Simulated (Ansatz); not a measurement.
AlN (wurtzite type) under strong compression

```
CELL_PARAMETERS angstrom
3.13016 0.00000 0.00000
-1.56508 2.71080 0.00000
0.00000 0.00000 5.01811
ATOMIC_POSITIONS crystal
Al 0.33333 0.66667 0.99724
Al 0.66667 0.33333 0.49724
N 0.33333 0.66667 0.37876
N 0.66667 0.33333 0.87876
```

The cell comes from a relaxation on PAW files under the same functional, begun from a prototype that needn't be the stable phase.

Its volume is scaled, and at each volume shape and atoms are relaxed on PAW files; all methods then take that cell.

Level of theory: DFT with PBE, scalar-relativistic, in Ansatz 0.2.0; a Γ-centred 13×13×7 k mesh, Fermi–Dirac smearing of 0.05 eV, no spin polarisation. LAPW: all electrons, basis error target 1 meV/atom; PAW: frozen-core files, cutoff 420 eV.

Energies are extrapolated to zero smearing and count from the unscaled cell; pressure is positive in compression; gaps take the mesh and a band path. No temperature or zero-point motion is included.

```json
{"V/V0": "1.00", "V (Å³/atom)": "10.64", "P LAPW (GPa)": "-0.08", "ΔE LAPW (eV/atom)": "0.000", "P PAW − LAPW (GPa)": "0.09", "ΔE PAW − LAPW (meV/atom)": "0.0", "gap (eV)": "4.04", "space group": "P6_3mc", "shortest distance (Å)": "1.902"}
{"V/V0": "0.94", "V (Å³/atom)": "10.01", "P LAPW (GPa)": "?", "ΔE LAPW (eV/atom)": "0.025", "P PAW − LAPW (GPa)": "0.11", "ΔE PAW − LAPW (meV/atom)": "0.4", "gap (eV)": "–", "space group": "P6_3mc", "shortest distance (Å)": "?"}
{"V/V0": "0.88", "V (Å³/atom)": "9.37", "P LAPW (GPa)": "31.3", "ΔE LAPW (eV/atom)": "0.112", "P PAW − LAPW (GPa)": "0.12", "ΔE PAW − LAPW (meV/atom)": "0.9", "gap (eV)": "–", "space group": "P6_3mc", "shortest distance (Å)": "1.823"}
{"V/V0": "0.80", "V (Å³/atom)": "8.52", "P LAPW (GPa)": "64.5", "ΔE LAPW (eV/atom)": "0.362", "P PAW − LAPW (GPa)": "0.07", "ΔE PAW − LAPW (meV/atom)": "1.4", "gap (eV)": "–", "space group": "P6_3mc", "shortest distance (Å)": "1.767"}
```

**Question.** What belongs in the row "0.94", column "P LAPW (GPa)"?

**Answer.** 13.33.

**Question.** Fill in "shortest distance (Å)" for the row "0.94".

**Answer.** 1.864.

**Question.** From the table, what is the rise of the enthalpy H = E + pV up to the last row, and how stiff is the crystal between the last two rows?

**Answer.** ΔH = 0.362 eV + (64.5 GPa × 8.52 Å³ + 0.08 GPa × 10.64 Å³) × 0.006242 eV/(GPa·Å³) = 3.79 eV/atom, of which pV makes 90 %. The mean bulk modulus there is −ΔP/Δln V = 348 GPa.

**Question.** How do the Löwdin populations by LAPW change from the unscaled cell to the last row?

**Answer.** Al 3s 0.60 → 0.53, N 2s 1.41 → 1.36, N 2p 4.57 → 4.71 electrons an atom. These are projections on the shells that the free atoms fill; 0.13 e a cell lies outside them at the start and 0.14 e at the end.
